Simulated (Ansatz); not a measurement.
Crystal: Si2W.

```
W Si
1.0
    -1.60690    1.60690    3.91495
     1.60690   -1.60690    3.91495
     1.60690    1.60690   -3.91495
W Si
1 2
Direct
  0.00000 0.00000 0.00000
  0.66530 0.66530 0.00000
  0.33470 0.33470 0.00000
```

```yaml
Program: Ansatz 0.2.0
Task: relaxation of cell and atoms
Functional: PBEsol
Dispersion: D4
Potentials_or_basis: Ansatz PAW
Cutoff: "420 eV (not typed: the program's choice for these potentials)"
k_mesh: 12 × 12 × 12
Occupations: fermi-dirac, width 0.05 eV
Spin: no spin polarisation
```

At the start: volume 13.48 Å³/atom.

Question: Where does the relaxation end?

Answer: It ends after 5 steps and the volume is 13.16 Å³/atom (-2.4 %); space group I4/mmm (No. 139, to 0.05 Å).

Step by step:
```csv
step,energy change (eV),largest force (eV/Å),volume (Å³)
1,0.0000,0.0223,40.44
2,-0.0140,0.0746,39.07
3,-0.0176,0.0226,39.48
4,-0.0177,0.0083,39.47
5,-0.0174,0.0083,39.47
```

Final structure:
```
W Si
1.0
    -1.59223    1.59223    3.89195
     1.59223   -1.59223    3.89195
     1.59223    1.59223   -3.89195
W Si
1 2
Direct
  0.00000 0.00000 0.00000
  0.66577 0.66577 0.00000
  0.33423 0.33423 0.00000
```

Caveat: the plane-wave basis is chosen anew once the cell has moved, so the energies of steps on either side of that aren't comparable; the PAW data sets come from PBE, with cores solved anew for the run's functional, which leaves a small shift of forces and pressure.
